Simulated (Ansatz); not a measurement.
## All-electron card of CdS

```xyz
4
Lattice="4.1348 0.0000 0.0000 -2.0674 3.5808 0.0000 0.0000 0.0000 6.7490" Properties=species:S:1:pos:R:3 pbc="T T T"
Cd    0.0000    2.3872    0.0000
Cd    2.0674    1.1936    3.3745
S     0.0000    2.3872    2.5984
S     2.0674    1.1936    5.9729
```

Atoms are numbered in the order listed.

The cell comes from COD entry 9008862, which wasn't checked; take it as a given geometry. It differs from other determinations.

Levels of theory: DFT, LDA, all-electron LAPW, scalar-relativistic (Ansatz 0.2.0); DFT, LDA, PAW with Ansatz's default frozen-core files, scalar-relativistic (Ansatz 0.2.0).

For LAPW: a Γ-centred 8×8×4 k mesh, Fermi–Dirac smearing of 0.02 eV, basis error target 1 meV/atom, no spin polarisation. PAW takes a cutoff of 420 eV at this cell (files made with PBE, cores remade for this functional). The Ansatz runs share mesh, smearing and spin set-up. Values come from LAPW unless marked.

```yaml
Pressure_at_this_cell: -2.70 GPa
Band_gap: 0.94 eV, direct at Γ
Stress_xx_yy_zz_compression_positive: -2.10, -2.10, -3.90 GPa
Largest_force: 0.0092 Ry/bohr on S4
Löwdin_charges_with_0.40_e_of_the_cell_spilling_out_of_the_atomic_basis_so_their_sizes_and_signs_hang_on_that_basis: Cd1 1.25, S3 -1.05 e
Bader_charges_from_the_PAW_run: Cd1 +0.78, S3 -0.78 e
Volume_per_atom: 24.98 Å³
```
